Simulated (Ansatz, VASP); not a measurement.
## MgO: VASP beside Ansatz

Contents of INCAR:

```
SYSTEM = MgO
PREC     = Accurate       ! precision mode
ENCUT    = 520            ! plane-wave cutoff, eV
EDIFF    = 1E-6           ! SCF threshold, eV
ISMEAR   = 0              ! smearing method
SIGMA    = 0.02           ! smearing width, eV
LREAL    = .FALSE.        ! projectors in reciprocal space
LASPH    = .TRUE.         ! aspherical terms in the spheres
NELM     = 80             ! most SCF steps
ALGO     = Normal         ! electronic algorithm
ISIF     = 2              ! what is computed and relaxed
LWAVE    = .FALSE.        ! write WAVECAR
LCHARG   = .TRUE.         ! write CHGCAR
GGA      = PS             ! functional
LELF     = .TRUE.         ! ELF
LVHAR    = .TRUE.       
NBANDS   = 16             ! bands
```

File KPOINTS:

```
regular mesh
0
G
  9 9 6
  0 0 0
```

Contents of POSCAR:

```
MgO
1.0
    3.5290779359      0.0000000000      0.0000000000
   -1.7645389680      3.0562711444      0.0000000000
    0.0000000000      0.0000000000      4.8677771034
Mg O
2 2
Direct
    0.3333333300      0.6666666700      0.0142009651
    0.6666666700      0.3333333300      0.5142009651
    0.3333333300      0.6666666700      0.3903990349
    0.6666666700      0.3333333300      0.8903990349
```

Input for Ansatz:

```yaml
crystal:
  lattice:
    - [3.5290779359, 0.0, 0.0]
    - [-1.764538968, 3.0562711444, 0.0]
    - [0.0, 0.0, 4.8677771034]
  atoms:
    - { symbol: Mg, position: [0.33333333, 0.66666667, 0.0142009651] }
    - { symbol: Mg, position: [0.66666667, 0.33333333, 0.5142009651] }
    - { symbol: O, position: [0.33333333, 0.66666667, 0.3903990349] }
    - { symbol: O, position: [0.66666667, 0.33333333, 0.8903990349] }
basis:
  ecutwfc: 420
kpoints:
  mp_grid: { grid: [9, 9, 6] }
hamiltonian:
  xc: pbesol
scf:
  occupations: { method: gaussian, width: 0.02 }
output:
  forces: true
  stress: true
  eigenvalues: true
```

Alike in both runs: task single point; functional PBEsol; k mesh 9 × 9 × 6; occupations gaussian, width 0.02 eV; no spin polarisation.

|  | VASP | Ansatz |
| --- | --- | --- |
| version | VASP 6.6.1 | Ansatz 0.2.0 |
| potentials or method | VASP PAW PBE potentials, release 64 (Mg, O) | scalar-relativistic, plane waves, PAW |
| plane-wave cutoff (eV) | 520 | 420 |
| valence electrons in the cell | 16 | 32 |

Ansatz gave:

| Item | Value |
| --- | --- |
| gap on the k mesh at the Fermi level (eV) | 2.86 |
| least direct gap on the mesh (eV) | 2.86 |
| pressure (GPa) | -5.8 |
| largest component of the traceless stress (GPa) | 19.11 |
| rms of the force components (eV/Å) | 1.172 |

Task: Estimate VASP's values.

Result: gap on the k mesh at the Fermi level (eV): 2.86; least direct gap on the mesh (eV): 2.86; pressure (GPa): -6.1; largest component of the traceless stress (GPa): 19.41; rms of the force components (eV/Å): 1.190.

Atom by atom the forces differ by 0.018 eV/Å (rms over components). With one functional, cell and mesh, what is left measures potentials, basis and numerics. The two sets of potentials don't hold the same shells in valence.

Caveats: the PAW data sets were made with another functional, which shifts forces and pressure a little (VASP); an odd mesh through Γ misses points on the zone boundary, where band edges often lie.
